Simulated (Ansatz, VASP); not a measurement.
One calculation of GaSb3, two programs

```
Ga Sb
1.0
     0.00000    3.52646    3.82092
     3.52646    0.00000    3.82092
     3.52646    3.52646    0.00000
Ga Sb
1 3
Direct
  0.00000 0.00000 0.00000
  0.25000 0.25000 0.25000
  0.75000 0.75000 0.75000
  0.50000 0.50000 0.50000
```

Alike in both runs: task single point; functional LDA; k mesh 10 × 10 × 10; occupations gaussian, width 0.15 eV; no spin polarisation.

|  | VASP | Ansatz |
| --- | --- | --- |
| version | VASP 6.6.1 | Ansatz 0.2.0 |
| potentials or method | VASP PAW LDA potentials, release 64 (Ga_d, Sb) | scalar-relativistic, plane waves, PAW |
| plane-wave cutoff (eV) | 520 | 420 |
| valence electrons in the cell | 28 | 58 |

Ansatz gave:

| Item | Value |
| --- | --- |
| gap on the k mesh at the Fermi level (eV) | none |
| pressure (GPa) | 0.3 |
| largest component of the traceless stress (GPa) | 1.77 |

What did VASP give for the same quantities?

gap on the k mesh at the Fermi level (eV): none; pressure (GPa): 0.5; largest component of the traceless stress (GPa): 1.80.

A gap of «none» marks a metal or a gap that the smearing closes. The two sets of potentials don't hold the same shells in valence. Ansatz warned: «pseudo_functional_mismatch».

The runs have no spin-orbit coupling, so splittings on Sb are missing.
